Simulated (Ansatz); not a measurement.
## GaN under changes of volume

One of the cells (11.444 Å³/atom); the others are scaled copies at fixed shape and fractional positions:

```xyz
2
Lattice="0.0000 2.2535 2.2535 2.2535 0.0000 2.2535 2.2535 2.2535 0.0000" Properties=species:S:1:pos:R:3 pbc="T T T"
Ga    0.0000    0.0000    0.0000
N     1.1268    1.1268    1.1268
```

The cell is a database's computed one.

- Program: Ansatz 0.2.0
- Functional: r2SCANh
- Potentials or basis: Ansatz PAW
- Cutoff: 500 eV (not typed: the program's choice for these potentials)
- k mesh: 5 × 5 × 5
- Occupations: fermi-dirac, width 0.05 eV
- Spin: no spin polarisation

```tsv
volume (Å³/atom)	energy over the lowest point (meV/atom)	pressure (GPa)	gap on the mesh (eV)
10.757	16.90	10.9	3.29
10.986	5.05	5.8	3.14
11.215	0.00	1.3	2.99
11.444	1.04	-2.7	2.85
11.673	7.57	-6.4	2.71
11.902	19.08	-9.7	2.57
12.131	?	?	?
```

Question: What does the run at 12.131 Å³/atom give?

Answer: Energy over the lowest point 35.02 meV/atom; pressure -12.6 GPa; gap on the mesh 2.43 eV.

Worked out: A Birch-Murnaghan fit of order 3 (a polynomial in V^(-2/3)) to the other rows has its minimum at 11.29 Å³/atom with B0 = V·E''(V) = 203 GPa and B' = 4.1. It gives 35.05 meV/atom at 12.131 Å³/atom, against the run's 35.02, and -dE/dV = -12.6 GPa, against -12.6. A straight line through the other rows of the gap, of slope -7.11 eV per unit of ln V (its deformation potential), extrapolates to 2.44 eV, against the run's 2.43.

Energies are extrapolated to zero smearing.

Caveats: all runs use coarse meshes; odd divisions of the mesh miss points on the zone boundary, where band edges often lie, so the gap on the mesh can be too wide; the PAW data sets come from PBE, with cores solved anew for the run's functional, which leaves a small shift of forces and pressure; the thresholds are loose for stress.

Spin-orbit coupling on Ga is left out.
